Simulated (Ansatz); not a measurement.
The elements of this relaxed trial crystal are hidden behind letters.

```
lattice vectors (Å)
  -1.9909    2.8381    3.6311
   1.9909   -2.8381    3.6311
   1.9909    2.8381   -3.6311
fractional positions
X 0.5682 0.8372 0.7310
X 0.8937 0.1628 0.7310
X 0.1063 0.8372 0.2690
X 0.4318 0.1628 0.2690
Z 0.0000 0.0000 0.0000
```

The calculation used DFT PBE, scalar-relativistic, plane waves, PAW (Ansatz 0.2.0). Plane waves to 420 eV, a 12×12×12 mesh through Γ for the 5-atom cell and 0.10 eV Gaussian smearing; no spin polarisation.

| Item | Value |
| --- | --- |
| Space group | Immm (No. 71) |
| Conventional cell | a = 3.982 Å, b = 5.676 Å, c = 7.262 Å |
| Volume per atom | 16.41 Å³ |
| Density | 2.56 g/cm³ |
| Energy over the elements | +0.37 eV/atom |
| Gap on the 12×12×12 mesh of the 5-atom cell | 0 eV (a metal) |

Energies are uncorrected and count from the elements' standard states at the same level.

Q: X is a p-block element of period 3 and Z is a p-block element of period 2. Which elements are they?

A: X = Si, Z = N, so the formula is Si4N. Density times volume gives a mean mass of 2.56 × 16.41/1.6605 = 25.3 u per atom, and this set has 25.3 u. Among the elements that the hints allow, noble gases aside, only these give it. Si is surrounded by 1 N at 1.93 Å and 3 Si at 2.36–2.37 Å; around N lie 4 Si at 1.93 Å.

Symmetry constrained the relaxation, so the result can be a saddle point. Another cell of Si4N relaxed alike, in Cm, lies 191 meV/atom lower, so this cell isn't the stable form at this level.
